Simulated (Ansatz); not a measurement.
# Squeezing Ag (simple hexagonal type)

```
CELL_PARAMETERS angstrom
2.84648 0.00000 0.00000
-1.42324 2.46512 0.00000
0.00000 0.00000 2.76855
ATOMIC_POSITIONS crystal
Ag 0.00000 0.00000 0.00000
```

The cell comes from a relaxation on PAW files under the same functional, begun from a prototype that needn't be the stable phase.

Its volume is scaled, and at each volume shape and atoms are relaxed on PAW files; all methods then take that cell.

All numbers are PBE results (scalar-relativistic) from Ansatz 0.2.0, with a Γ-centred 15×15×14 k mesh, Fermi–Dirac smearing of 0.08 eV, no spin polarisation. Methods: LAPW: all electrons, basis error target 1 meV/atom; PAW: frozen-core files, cutoff 420 eV; crystal datasets: all electrons, by PAW datasets that the program makes for each cell; norm-conserving: pseudopotentials, cutoff 960 eV; PAW (partial waves polarizable): frozen-core files, cutoff 420 eV.

Energies are extrapolated to zero smearing and count from the unscaled cell; pressure is positive in compression; gaps take the mesh and a band path. No temperature or zero-point motion is included.

```csv
V/V0,V (Å³/atom),P LAPW (GPa),ΔE LAPW (eV/atom),P PAW − LAPW (GPa),ΔE PAW − LAPW (meV/atom),space group,shortest distance (Å)
1.00,19.43,-0.02,0.000,0.00,0.0,P6/mmm,2.769
0.88,17.10,?,?,?,?,?,?
0.78,15.15,38.6,0.391,0.02,0.4,P6/mmm,2.533
0.68,13.21,87.8,1.121,0.00,0.6,P6/mmm,2.415
0.58,11.27,191.4,2.733,-0.05,0.3,P6/mmm,2.287
0.50,9.71,361.6,5.323,-0.15,-0.6,P6/mmm,2.175
0.43,8.35,651.3,9.488,-0.23,-2.3,P6/mmm,2.066
```

Q: Fit the Vinet equation to the LAPW pressures shown (residuals weighted by 1/(|P| + 0.03·Pmax)), and predict the pressure of the withheld row.

A: The fit gives V0 = 19.43 Å³/atom, B0 = 72.5 GPa and B0′ = 6.26. At 17.10 Å³/atom, x = (V/V0)^(1/3) = 0.9583, and P = 3·B0·(1 − x)/x²·exp[1.5·(B0′ − 1)·(1 − x)] = 13.75 GPa. The run itself gave 14.08 GPa (-2.3 % off) and ΔE = 0.088 eV/atom.

Q: From the table, what is the rise of the enthalpy H = E + pV up to the last row, and how stiff is the crystal between the last two rows?

A: ΔH = 9.488 eV + (651.3 GPa × 8.35 Å³ + 0.02 GPa × 19.43 Å³) × 0.006242 eV/(GPa·Å³) = 43.45 eV/atom, of which pV makes 78 %. The mean bulk modulus there is −ΔP/Δln V = 1920 GPa.

Q: At the smallest volume, how far do crystal datasets and norm-conserving and PAW (partial waves polarizable) lie from LAPW in pressure?

A: crystal datasets: 0.00 GPa; norm-conserving: +0.76 GPa; PAW (partial waves polarizable): -0.23 GPa, on a LAPW pressure of 651.3 GPa.

Q: How do the Löwdin populations by LAPW change from the unscaled cell to the last row?

A: Ag 4s 1.99 → 1.95, Ag 4d 9.88 → 9.85 electrons an atom. These are projections on the shells that the free atoms fill; 0.11 e a cell lies outside them at the start and 0.17 e at the end.
